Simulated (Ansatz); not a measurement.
Runs of Ansatz 0.2.0 on TePt. Symmetry: R-3m, No. 166, trigonal system. Conventional cell: a = 3.963 Å, b = 3.963 Å, c = 19.983 Å, α = 90.00°, β = 90.00°, γ = 120.00°. Pt (site symmetry 3m) is surrounded by 3 Te at 2.59 Å and 3 Pt at 2.72 Å. Around Te (site symmetry 3m) lie 3 Pt at 2.59 Å. 

| task | level | spin | cell | k mesh | points for each segment of the path | gap on the mesh (eV) | pressure (GPa) | relaxed volume (Å³/atom) | largest force (eV/Å) |
| --- | --- | --- | --- | --- | --- | --- | --- | --- | --- |
| band structure | LDA | off | as given | 8 × 8 × 8 | 14 | none | -2.9 | - | (a) |
| band structure | LDA | SOC, no magnetisation | as given | 6 × 6 × 6 | 14 | none | -2.9 | - | 0.30 |
| relaxation of cell and atoms | PBEsol | off | relaxed | 8 × 8 × 8 | - | - | 0.0 | 22.43 | - |
| band structure | PBEsol | off | as given | 8 × 8 × 8 | 14 | none | -0.3 | - | (b) |
| relaxation of cell and atoms | LDA | off | relaxed | 8 × 8 × 8 | - | - | 0.0 | 21.94 | - |

Alike in all rows: potentials or basis Ansatz PAW; cutoff (eV) 420; smearing fermi-dirac 0.05 eV.

Fill in the values left out.

(a) 0.21; (b) 0.19.

Caveats: the PAW data sets come from PBE, with cores solved anew for the run's functional, which leaves a small shift of forces and pressure; spin-orbit coupling is left out, which moves the levels of the heavy elements (some runs); the plane-wave basis is chosen anew once the cell has moved, so the energies of steps on either side of that aren't comparable (some runs).

A k mesh can miss the band edges, and rows without SOC leave out spin-orbit coupling on Pt, Te.

A gap of «none» marks a metal or a gap under the smearing width.

Runs at the PBE level aren't shown here.
